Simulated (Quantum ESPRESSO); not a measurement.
# Sn (I4/mmm) in Quantum ESPRESSO: a series of runs

Runs on Sn. Level: r2SCAN. Tasks: single point, equation of state.

Everything below comes from runs of Quantum ESPRESSO 7.5. Logs are shortened: lines on timing, memory, paths and dates and some standing lists are left out, and cuts for length are marked.

**1. The structure**

It takes space group I4/mmm (No. 139, tetragonal). Conventional cell: a = 4.058 Å, b = 4.058 Å, c = 3.322 Å, α = 90.00°, β = 90.00°, γ = 90.00°. Around Sn (site symmetry 4/mmm) lie 10 Sn at 3.32 Å.

This isn't the form of Sn at room conditions, which is tetragonal (white tin).

**2. Single point, r2SCAN, 25.71 Å³/atom**

pw.in

```
&CONTROL
  calculation = 'scf'
  prefix = 'pwscf'
  outdir = './tmp'
  pseudo_dir = './pseudo'
  tstress = .true.
  disk_io = 'nowf'
/
&SYSTEM
  ibrav = 0
  nat = 1
  ntyp = 1
  ecutwfc = 70
  nbnd = 13
  input_dft = 'r2scan'
  occupations = 'smearing'
  smearing = 'fd'
  degauss = 0.00367493
  nosym = .true.
  nr1 = 36
  nr2 = 36
  nr3 = 36
/
&ELECTRONS
  conv_thr = 1d-08
  electron_maxstep = 120
  mixing_beta = 0.5
/
ATOMIC_SPECIES
Sn   118.7100 Sn_ONCV_PBE-1.2.upf
CELL_PARAMETERS angstrom
  -1.9877657590    1.9877657590    1.6268574157
   1.9877657590   -1.9877657590    1.6268574157
   1.9877657590    1.9877657590   -1.6268574157
ATOMIC_POSITIONS crystal
Sn     0.0000000000    0.0000000000    0.0000000000
K_POINTS automatic
8 8 8 0 0 0
```

Potentials or basis: SG15 PBE 1.2.

Launch:

```sh
OMP_NUM_THREADS=1 mpirun -n 2 pw.x -nk 2 -in pw.in > pw.out
```

pw.out:

```text
This program is part of the open-source Quantum ESPRESSO suite
     for quantum simulation of materials; please cite
         "P. Giannozzi et al., J. Phys.:Condens. Matter 21 395502 (2009);
         "P. Giannozzi et al., J. Phys.:Condens. Matter 29 465901 (2017);
         "P. Giannozzi et al., J. Chem. Phys. 152 154105 (2020);
     in publications or presentations arising from this work. More details at

     IMPORTANT: XC functional enforced from input :
     Exchange-correlation= R2SCAN
                           (   0   0   0   0   0 497 498)
     Any further DFT definition will be discarded
     Please, verify this is what you really want

     K-points division:     npool     =       2
     Subspace diagonalization in iterative solution of the eigenvalue problem:
     a serial algorithm will be used

     G-vector sticks info
     --------------------
     sticks:   dense  smooth     PW     G-vecs:    dense   smooth      PW
     Sum         737     737    253                13761    13761    2893

     Using Slab Decomposition

     bravais-lattice index     =            0
     lattice parameter (alat)  =       6.1377  a.u.
     unit-cell volume          =     173.5148 (a.u.)^3
     number of atoms/cell      =            1
     number of atomic types    =            1
     number of electrons       =        14.00
     number of Kohn-Sham states=           13
     kinetic-energy cutoff     =      70.0000  Ry
     charge density cutoff     =     280.0000  Ry
     scf convergence threshold =      1.0E-08
     mixing beta               =       0.5000
     number of iterations used =            8  plain     mixing
     Exchange-correlation= R2SCAN
                           (   0   0   0   0   0 497 498)

     celldm(1)=   6.137710  celldm(2)=   0.000000  celldm(3)=   0.000000
     celldm(4)=   0.000000  celldm(5)=   0.000000  celldm(6)=   0.000000

     crystal axes: (cart. coord. in units of alat)
               a(1) = (  -0.612009   0.612009   0.500890 )
               a(2) = (   0.612009  -0.612009   0.500890 )
               a(3) = (   0.612009   0.612009  -0.500890 )

     reciprocal axes: (cart. coord. in units 2 pi/alat)
               b(1) = ( -0.000000  0.816982  0.998224 )
               b(2) = (  0.816982 -0.000000  0.998224 )
               b(3) = (  0.816982  0.816982  0.000000 )

     PseudoPot. # 1 for Sn read from file:
     Sn_ONCV_PBE-1.2.upf
     Pseudo is Norm-conserving, Zval = 14.0
     Generated using ONCVPSP code by D. R. Hamann
     Using radial grid of  602 points,  6 beta functions with:
                l(1) =   0
                l(2) =   0
                l(3) =   1
                l(4) =   1
                l(5) =   2
                l(6) =   2

     atomic species   valence    mass     pseudopotential
     Sn               14.00   118.71000     Sn( 1.00)

     No symmetry found

   Cartesian axes

     site n.     atom                  positions (alat units)
         1        Sn     tau(   1) = (   0.0000000   0.0000000   0.0000000  )

     number of k points=   260  Fermi-Dirac smearing, width (Ry)=  0.0037

     Number of k-points >= 100: set verbosity='high' to print them.

     Dense  grid:    13761 G-vectors     FFT dimensions: (  36,  36,  36)

     WARNING: libxc functional with ID  497 depends
      on external parameters: check the user_guide of
      QE if you need to modify them or to check their
      default values.

     WARNING: libxc functional with ID  498 depends
      on external parameters: check the user_guide of
      QE if you need to modify them or to check their
      default values.

     Initial potential from superposition of free atoms

     starting charge      13.9134, renormalised to      14.0000
     Starting wfcs are random

     Self-consistent Calculation

     iteration #  1     ecut=    70.00 Ry     beta= 0.50
     Davidson diagonalization with overlap
     ethr =  1.00E-02,  avg # of iterations =  8.0

     total energy              =    -119.81300091 Ry
     estimated scf accuracy    <      13.87011934 Ry

     iteration #  2     ecut=    70.00 Ry     beta= 0.50
     Davidson diagonalization with overlap
     ethr =  1.00E-02,  avg # of iterations =  1.0

     total energy              =    -119.90498682 Ry
     estimated scf accuracy    <       4.23851227 Ry

     iteration #  3     ecut=    70.00 Ry     beta= 0.50
     Davidson diagonalization with overlap
     ethr =  1.00E-02,  avg # of iterations =  1.0

     total energy              =    -119.90902521 Ry
     estimated scf accuracy    <       0.03906765 Ry

     iteration #  4     ecut=    70.00 Ry     beta= 0.50
     Davidson diagonalization with overlap
     ethr =  2.79E-04,  avg # of iterations =  1.4

     total energy              =    -119.90916171 Ry
     estimated scf accuracy    <       0.00027411 Ry

     iteration #  5     ecut=    70.00 Ry     beta= 0.50
     Davidson diagonalization with overlap
     c_bands:  1 eigenvalues not converged
     ethr =  1.96E-06,  avg # of iterations =  6.1

     total energy              =    -119.90918920 Ry
     estimated scf accuracy    <       0.00004538 Ry

     iteration #  6     ecut=    70.00 Ry     beta= 0.50
     Davidson diagonalization with overlap
     ethr =  3.24E-07,  avg # of iterations =  1.0

     total energy              =    -119.90919058 Ry
     estimated scf accuracy    <       0.00000031 Ry

     iteration #  7     ecut=    70.00 Ry     beta= 0.50
     Davidson diagonalization with overlap
     ethr =  2.19E-09,  avg # of iterations =  2.0

     total energy              =    -119.90919077 Ry
     estimated scf accuracy    <       0.00000012 Ry

     iteration #  8     ecut=    70.00 Ry     beta= 0.50
     Davidson diagonalization with overlap
     ethr =  8.48E-10,  avg # of iterations =  1.0

     End of self-consistent calculation

     Number of k-points >= 100: set verbosity='high' to print the bands.

     the Fermi energy is    13.5576 ev

!    total energy              =    -119.90919077 Ry
     estimated scf accuracy    <          7.2E-09 Ry
     smearing contrib. (-TS)   =      -0.00031921 Ry
     internal energy E=F+TS    =    -119.90887156 Ry

     The total energy is F=E-TS. E is the sum of the following terms:
     one-electron contribution =     -25.23696269 Ry
     hartree contribution      =      20.68344739 Ry
     xc contribution           =     -14.02257977 Ry
     ewald contribution        =    -101.33277649 Ry

     convergence has been achieved in   8 iterations

     Computing stress (Cartesian axis) and pressure

          total   stress  (Ry/bohr**3)                   (kbar)     P=       16.93
   0.00015925  -0.00000000   0.00000000           23.43       -0.00        0.00
  -0.00000000   0.00015925   0.00000000           -0.00       23.43        0.00
   0.00000000   0.00000000   0.00002678            0.00        0.00        3.94

=------------------------------------------------------------------------------=
   JOB DONE.
=------------------------------------------------------------------------------=
```

Run time: 66 s. Hardware: 2 MPI ranks of Intel Xeon 6975P-C (Granite Rapids), shared host; peak memory 0.22 GiB.

Results:

```yaml
Free_energy: -1631.4477 eV
Pressure: 1.7 GPa
Band_gap_on_the_k_mesh: none (metal or under the smearing width)
```

Caveat: the potentials were made for another functional, which shifts forces and pressure.

**3. Single point, r2SCAN, 26.26 Å³/atom**

Edit pw.in of step 2 so:

```diff
@@ -31,5 +31,5 @@
 CELL_PARAMETERS angstrom
-  -1.9877657590    1.9877657590    1.6268574157
-   1.9877657590   -1.9877657590    1.6268574157
-   1.9877657590    1.9877657590   -1.6268574157
+  -2.0017645706    2.0017645706    1.6383145356
+   2.0017645706   -2.0017645706    1.6383145356
+   2.0017645706    2.0017645706   -1.6383145356
 ATOMIC_POSITIONS crystal
```

Potentials or basis: SG15 PBE 1.2.

Launch:

```sh
OMP_NUM_THREADS=1 mpirun -n 2 pw.x -nk 2 -in pw.in > pw.out
```

It took 65 s on 2 MPI ranks of Intel Xeon 6975P-C (Granite Rapids), shared host; peak memory 0.22 GiB.

The run converged. Its results:

```
Free energy            : -1631.4514 eV
Pressure               : 0.4 GPa
Band gap on the k mesh : none (metal or under the smearing width)
```

Caveat: the potentials were made for another functional, which shifts forces and pressure.

**4. Single point, r2SCAN, 26.81 Å³/atom**

Edit pw.in of step 3 so:

```diff
@@ -31,5 +31,5 @@
 CELL_PARAMETERS angstrom
-  -2.0017645706    2.0017645706    1.6383145356
-   2.0017645706   -2.0017645706    1.6383145356
-   2.0017645706    2.0017645706   -1.6383145356
+  -2.0155702798    2.0155702798    1.6496136136
+   2.0155702798   -2.0155702798    1.6496136136
+   2.0155702798    2.0155702798   -1.6496136136
 ATOMIC_POSITIONS crystal
```

Launch:

```sh
OMP_NUM_THREADS=1 mpirun -n 2 pw.x -nk 2 -in pw.in > pw.out
```

Run time: 66 s. Hardware: 2 MPI ranks of Intel Xeon 6975P-C (Granite Rapids), shared host; peak memory 0.22 GiB.

It converged, with:

| Quantity | Value |
| --- | --- |
| Free energy | -1631.4510 eV |
| Pressure | -0.7 GPa |
| Band gap on the k mesh | none (metal or under the smearing width) |

Caveat: the potentials were made for another functional, which shifts forces and pressure.

**5. Single point, r2SCAN, 27.35 Å³/atom**

Edit pw.in of step 4 so:

```diff
@@ -31,5 +31,5 @@
 CELL_PARAMETERS angstrom
-  -2.0155702798    2.0155702798    1.6496136136
-   2.0155702798   -2.0155702798    1.6496136136
-   2.0155702798    2.0155702798   -1.6496136136
+  -2.0291894110    2.0291894110    1.6607599896
+   2.0291894110   -2.0291894110    1.6607599896
+   2.0291894110    2.0291894110   -1.6607599896
 ATOMIC_POSITIONS crystal
```

Launch:

```sh
OMP_NUM_THREADS=1 mpirun -n 2 pw.x -nk 2 -in pw.in > pw.out
```

It took 66 s on 2 MPI ranks of Intel Xeon 6975P-C (Granite Rapids), shared host; peak memory 0.22 GiB.

Results (log left out):

```yaml
Free_energy: -1631.4469 eV
Pressure: -1.7 GPa
Band_gap_on_the_k_mesh: none (metal or under the smearing width)
```

Caveat: the potentials were made for another functional, which shifts forces and pressure.

**6. Single point, r2SCAN, 27.90 Å³/atom**

Edit pw.in of step 5 so:

```diff
@@ -31,5 +31,5 @@
 CELL_PARAMETERS angstrom
-  -2.0291894110    2.0291894110    1.6607599896
-   2.0291894110   -2.0291894110    1.6607599896
-   2.0291894110    2.0291894110   -1.6607599896
+  -2.0426281431    2.0426281431    1.6717587207
+   2.0426281431   -2.0426281431    1.6717587207
+   2.0426281431    2.0426281431   -1.6717587207
 ATOMIC_POSITIONS crystal
```

Potentials or basis: SG15 PBE 1.2.

Launch:

```sh
OMP_NUM_THREADS=1 mpirun -n 2 pw.x -nk 2 -in pw.in > pw.out
```

Wall time 67 s (2 MPI ranks of Intel Xeon 6975P-C (Granite Rapids), shared host); peak memory 0.22 GiB.

It converged, with:

```
Free energy            : -1631.4396 eV
Pressure               : -2.6 GPa
Band gap on the k mesh : none (metal or under the smearing width)
```

Caveat: the potentials were made for another functional, which shifts forces and pressure.

**7. Single point, r2SCAN, 28.45 Å³/atom**

Edit pw.in of step 6 so:

```diff
@@ -31,5 +31,5 @@
 CELL_PARAMETERS angstrom
-  -2.0426281431    2.0426281431    1.6717587207
-   2.0426281431   -2.0426281431    1.6717587207
-   2.0426281431    2.0426281431   -1.6717587207
+  -2.0558923339    2.0558923339    1.6826146010
+   2.0558923339   -2.0558923339    1.6826146010
+   2.0558923339    2.0558923339   -1.6826146010
 ATOMIC_POSITIONS crystal
```

Launch:

```sh
OMP_NUM_THREADS=1 mpirun -n 2 pw.x -nk 2 -in pw.in > pw.out
```

It took 68 s on 2 MPI ranks of Intel Xeon 6975P-C (Granite Rapids), shared host; peak memory 0.22 GiB.

It converged, with:

```
Free energy            : -1631.4292 eV
Pressure               : -3.5 GPa
Band gap on the k mesh : none (metal or under the smearing width)
```

Caveat: the potentials were made for another functional, which shifts forces and pressure.

**8. Single point, r2SCAN, 28.99 Å³/atom**

Edit pw.in of step 7 so:

```diff
@@ -31,5 +31,5 @@
 CELL_PARAMETERS angstrom
-  -2.0558923339    2.0558923339    1.6826146010
-   2.0558923339   -2.0558923339    1.6826146010
-   2.0558923339    2.0558923339   -1.6826146010
+  -2.0689875426    2.0689875426    1.6933321804
+   2.0689875426   -2.0689875426    1.6933321804
+   2.0689875426    2.0689875426   -1.6933321804
 ATOMIC_POSITIONS crystal
```

Launch:

```sh
OMP_NUM_THREADS=1 mpirun -n 2 pw.x -nk 2 -in pw.in > pw.out
```

Wall time 68 s (2 MPI ranks of Intel Xeon 6975P-C (Granite Rapids), shared host); peak memory 0.24 GiB.

It converged, with:

```yaml
Free_energy: -1631.4163 eV
Pressure: -4.2 GPa
Band_gap_on_the_k_mesh: none (metal or under the smearing width)
```

Caveat: the potentials were made for another functional, which shifts forces and pressure.

**9. Equation of state, r2SCAN**

Potentials or basis: SG15 PBE 1.2.

This step only gathers the single runs of the series.

What came out:

```yaml
Equilibrium_volume: 26.48 Å³/atom
Bulk_modulus_at_fixed_shape_and_positions: 56 GPa
Pressure_derivative_of_the_bulk_modulus: 4.3
```

Energy against volume, from the lowest point:
```
volume (Å³/atom)  energy (meV/atom)
          25.712               3.72
          26.259               0.00
          26.806               0.37
          27.353               4.42
          27.901              11.80
          28.448              22.14
          28.995              35.12
```

Caveat: the potentials were made for another functional, which shifts forces and pressure; the cell was scaled at fixed shape and fractional positions, which overstates the stiffness of a crystal with free parameters, most of all of layers and chains.
